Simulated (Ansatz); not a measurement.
SnSe under changes of volume

One of the cells (27.271 Å³/atom); the others are scaled copies at fixed shape and fractional positions:

```
CELL_PARAMETERS angstrom
0.00000 3.01000 3.01000
3.01000 0.00000 3.01000
3.01000 3.01000 0.00000
ATOMIC_POSITIONS crystal
Sn 0.00000 0.00000 0.00000
Se 0.50000 0.50000 0.50000
```

Measurements of this composition are mostly on another form, of space group No. 62.

- Program: Ansatz 0.2.0
- Functional: r2SCAN
- Dispersion: D4
- Potentials or basis: Ansatz PAW
- Cutoff: 500 eV (not typed: the program's choice for these potentials)
- k mesh: 8 × 8 × 8
- Occupations: fermi-dirac, width 0.05 eV
- Spin: no spin polarisation

| volume (Å³/atom) | energy over the lowest point (meV/atom) | pressure (GPa) | gap on the mesh (eV) |
| --- | --- | --- | --- |
| 25.635 | 9.92 | 2.8 | 0.72 |
| 26.180 | 2.79 | 1.4 | 0.65 |
| 26.725 | 0.00 | 0.2 | 0.55 |
| 27.271 | 1.06 | -0.8 | 0.46 |
| 27.816 | ? | ? | ? |
| 28.362 | 11.83 | -2.0 | 0.28 |
| 28.907 | 18.84 | -2.1 | 0.20 |

**Question.** What does the run at 27.816 Å³/atom give?

**Answer.** Energy over the lowest point 5.37 meV/atom; pressure -1.6 GPa; gap on the mesh 0.37 eV.

Worked out: A Birch-Murnaghan fit of order 3 (a polynomial in V^(-2/3)) to the other rows has its minimum at 26.79 Å³/atom with B0 = V·E''(V) = 53 GPa (rough, since the energies scatter). It gives 5.44 meV/atom at 27.816 Å³/atom, against the run's 5.37, and -dE/dV = -1.5 GPa, against -1.6. A parabola through the other rows of the gap, of slope -4.53 eV per unit of ln V there, gives 0.37 eV, against the run's 0.37.

Energies are extrapolated to zero smearing.

Caveats: spin-orbit coupling is left out, which moves the levels of the heavy elements; the PAW data sets come from PBE, with cores solved anew for the run's functional, which leaves a small shift of forces and pressure.

A mesh can miss the band edges.
